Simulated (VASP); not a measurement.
Set up this calculation in VASP 6.6.1, as the native input.

```
Task                   : single point
Functional             : PBEsol
Potentials or basis    : VASP PAW PBE potentials, release 64 (Sn_d)
Cutoff                 : 520 eV
k mesh                 : 9 × 9 × 9
Occupations            : fermi-dirac, width 0.05 eV
Spin                   : no spin polarisation
Ladder                 : free
Further INCAR settings : ALGO = Normal; EDIFF = 1e-07; NBANDS = 21
```

The structure of Sn lies in POSCAR:

```
Sn
1.0
   -2.9401404553      2.9401404553      1.5993019889
    2.9401404553     -2.9401404553      1.5993019889
    2.9401404553      2.9401404553     -1.5993019889
Sn
2
Direct
    0.0070650000     -0.0047300000     -0.0123030000
    0.7491880000      0.2445090000      0.4991050000
```

The cell isn't the ideal one: atoms moved at random, drawn with an rms of 0.05 Å.

The input as run:

INCAR

```
SYSTEM = Sn
PREC = Accurate ; ENCUT = 520
EDIFF = 1E-7 ; ISMEAR = -1
SIGMA = 0.05 ; LREAL = .False.
LASPH = .True. ; NELM = 100
ALGO = Normal ; ISIF = 2
LWAVE = .False. ; LCHARG = .False.
GGA = PS ; NBANDS = 21
```

KPOINTS

```
Automatic mesh
0
Gamma
  9 9 9
  0 0 0
```

Potentials or basis: VASP PAW PBE potentials, release 64 (Sn_d).

The run is started by

```sh
$ cat potpaw_PBE.64/Sn_d/POTCAR > POTCAR
$ mpirun -np 1 vasp_std > vasp.out
```

It gave:

| Item | Value |
| --- | --- |
| Pressure | -1.5 GPa |
| Largest force | 0.178 eV/Å |
| Band gap on the k mesh | none (metal or under the smearing width) |

Caveat: the PAW data sets were made with another functional, which shifts forces and pressure a little.

It took 3.8 min on 1 thread of Intel(R) Xeon(R) 6975P-C (Granite Rapids) (shared host), peak memory 0.45 GiB.
